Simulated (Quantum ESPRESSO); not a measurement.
The system is BN.

```
CELL_PARAMETERS angstrom
0.00000 1.81300 1.81300
1.81300 0.00000 1.81300
1.81300 1.81300 0.00000
ATOMIC_POSITIONS crystal
N 0.25000 0.25000 0.25000
B 0.00000 0.00000 0.00000
```

The cell is a database's computed one.

- Program: Quantum ESPRESSO 7.5
- Task: phonons
- Functional: revPBE
- Potentials or basis: PseudoDojo 0.4.1 SR PBE standard
- Cutoff: 1143 eV
- Density cutoff: 4572 eV
- k mesh: 8 × 8 × 8, shifted
- Occupations: fermi-dirac, width 0.05 eV
- Spin: no spin polarisation
- Mixing beta: 0.5
- Most SCF iterations: 120
- SCF threshold: 4e-10 Ry

The cell and the atoms were relaxed first, to 5.97 Å³/atom (a = 2.565 Å, b = 2.565 Å, c = 2.565 Å, α = 60.00°, β = 60.00°, γ = 60.00°), and the response was taken there.

The first run showed a gap, so the response started from a second, tighter run with fixed occupations.

Problem. How polar is the lattice: what are the Born charges, the two dielectric constants and the LO-TO splitting?

Solution. Born charges ±1.91 e; dielectric constants 4.54 (electrons alone) and 6.89 (static); transverse and longitudinal modes at 1025 and 1262 cm⁻¹.

Caveat: the potentials were made for another functional, which shifts forces and pressure.
